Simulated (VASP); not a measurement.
# AlN in VASP 6.6.1, single-point calculation

INCAR

```
LWAVE = .FALSE.
ISMEAR = -1
LCHARG = .FALSE.
SIGMA = 0.02
IBRION = -1
ISIF = 2
NSW = 0
NBANDS = 16
PREC = Accurate
LASPH = .TRUE.
NELM = 120
LREAL = .FALSE.
GGA = PE
ADDGRID = .TRUE.
ENCUT = 520
EDIFF = 1E-7
```

KPOINTS

```
KPOINTS created by Atomic Simulation Environment
0
Gamma
10 10 5
0 0 0
```

POSCAR

```
Al N
 1.0000000000000000
     3.1066937601931870    0.0000000000000000    0.0000000000000000
    -1.5533468800965935    2.6904757181059007    0.0000000000000000
     0.0000000000000000    0.0000000000000000    5.1279492984999999
 Al  N
   2   2
Cartesian
  0.0000000000000001  1.7936504787372671 -0.0051949126190295
  1.5533468800965935  0.8968252393686336  2.5587797366309699
  0.0000000000000001  1.7936504787372671  1.9281758995565295
  1.5533468800965935  0.8968252393686336  4.4921505488065296
```

The recommended PBE PAW datasets give the neutral cell 16 valence electrons.

Command

```
mpirun -np 1 vasp_std
```

Question: Predict the outcome of this run.

Answer: It converged. Results: gap between bands v and c on the k mesh 4.07 eV; least direct gap on the k mesh 4.07 eV; pressure -1.2 GPa; largest force 0.02 eV/Å. Band v is the last that the valence electrons fill when counted band by band, and c is the next.

OSZICAR

```
N       E                     dE             d eps       ncg     rms          rms(c)
DAV:   1     0.417273188653E+02    0.41727E+02   -0.71804E+03  1344   0.889E+02
DAV:   2    -0.308189402751E+02   -0.72546E+02   -0.65616E+02  1856   0.186E+02
DAV:   3    -0.343965145394E+02   -0.35776E+01   -0.35666E+01  1704   0.431E+01
DAV:   4    -0.344192359081E+02   -0.22721E-01   -0.22720E-01  1656   0.386E+00
DAV:   5    -0.344195298549E+02   -0.29395E-03   -0.29394E-03  1752   0.444E-01    0.120E+01
DAV:   6    -0.297428718988E+02    0.46767E+01   -0.10797E+01  1616   0.236E+01    0.411E+00
DAV:   7    -0.297705380372E+02   -0.27666E-01   -0.65348E-01  1480   0.565E+00    0.291E+00
DAV:   8    -0.297628204522E+02    0.77176E-02   -0.63845E-02  1528   0.231E+00    0.612E-01
DAV:   9    -0.297575761469E+02    0.52443E-02   -0.12643E-02  1832   0.823E-01    0.252E-01
DAV:  10    -0.297582157263E+02   -0.63958E-03   -0.24111E-03  1504   0.306E-01    0.138E-01
DAV:  11    -0.297581269195E+02    0.88807E-04   -0.19092E-04  1632   0.105E-01    0.338E-02
DAV:  12    -0.297581301184E+02   -0.31989E-05   -0.11896E-05  1520   0.275E-02    0.703E-03
DAV:  13    -0.297581298824E+02    0.23603E-06   -0.44085E-06  1632   0.160E-02    0.477E-03
DAV:  14    -0.297581298878E+02   -0.53802E-08   -0.32480E-07  1560   0.480E-03
   1 F= -.29758130E+02 E0= -.29758130E+02  d E =-.285631E-12
```

For comparison, a separate PBE run of the intended cell, on usual settings and not on those above, gives a gap of 4.07 eV on its mesh and a pressure of -1.2 GPa.
